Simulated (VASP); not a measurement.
# From VASP inputs to Ansatz: KI (strained database structure)

INCAR

```
LELF = .TRUE.
NELM = 120
METAGGA = R2SCAN
NSW = 0
ALGO = Normal
LCHARG = .TRUE.
ISMEAR = 0
NBANDS = 15
LASPH = .TRUE.
LWAVE = .FALSE.
ISIF = 2
LREAL = .FALSE.
SIGMA = 0.01
PREC = Accurate
IBRION = -1
EDIFF = 1E-7
ENCUT = 520
```

KPOINTS

```
KPOINTS created by Atomic Simulation Environment
0
Gamma
6 6 6
0 0 0
```

KPOINTS_OPT

```
special points
5
Reciprocal
0.0000000000 0.0000000000 0.0000000000 1
0.0000000000 0.5000000000 0.0000000000 1
0.5000000000 0.5000000000 0.0000000000 1
0.5000000000 0.5000000000 0.5000000000 1
0.0000000000 0.5000000000 0.5000000000 1
```

POSCAR

```
K  I
 1.0000000000000000
     4.2910852517000002    0.0000000000000000    0.0000000000000000
     0.0000000000000000    4.5339606769999996    0.0000000000000000
     0.0000000000000000    0.0000000000000000    4.2910852517000002
 K   I
   1   1
Cartesian
  0.0000000000000000  0.0000000000000000  0.0000000000000000
  2.1455426258499997  2.2669803384999998  2.1455426258499997
```

VASP ran with the recommended PBE PAW datasets (16 valence electrons in the cell).

Q: Translate these files to an Ansatz input.

A: 

```yaml
crystal:
  lattice:
    - [4.2910852517, 0.0, 0.0]
    - [0.0, 4.533960677, 0.0]
    - [0.0, 0.0, 4.2910852517]
  atoms:
    - { symbol: K, position: [0.0, 0.0, 0.0] }
    - { symbol: I, position: [0.5, 0.5, 0.5] }
kpoints:
  mp_grid: { grid: [6, 6, 6] }
  band_path:
    path:
      - [0.0, 0.0, 0.0]
      - [0.0, 0.5, 0.0]
      - [0.5, 0.5, 0.0]
      - [0.5, 0.5, 0.5]
      - [0.0, 0.5, 0.5]
    npoints: 1
hamiltonian:
  xc: r2scan
scf:
  occupations: { method: fixed }
  n_extra_bands: 4
output:
  forces: true
  stress: true
  eigenvalues: true
```

Other inputs would serve too.

```csv
,VASP,Ansatz
gap between bands v and c,3.74 eV,3.74 eV
least direct gap,4.06 eV,4.06 eV
pressure,-0.7 GPa,-0.7 GPa
```

Datasets and cutoffs are each program's own. VASP's cell holds 16 valence electrons and Ansatz's 26. Ansatz's stress includes a Pulay correction; VASP's doesn't.
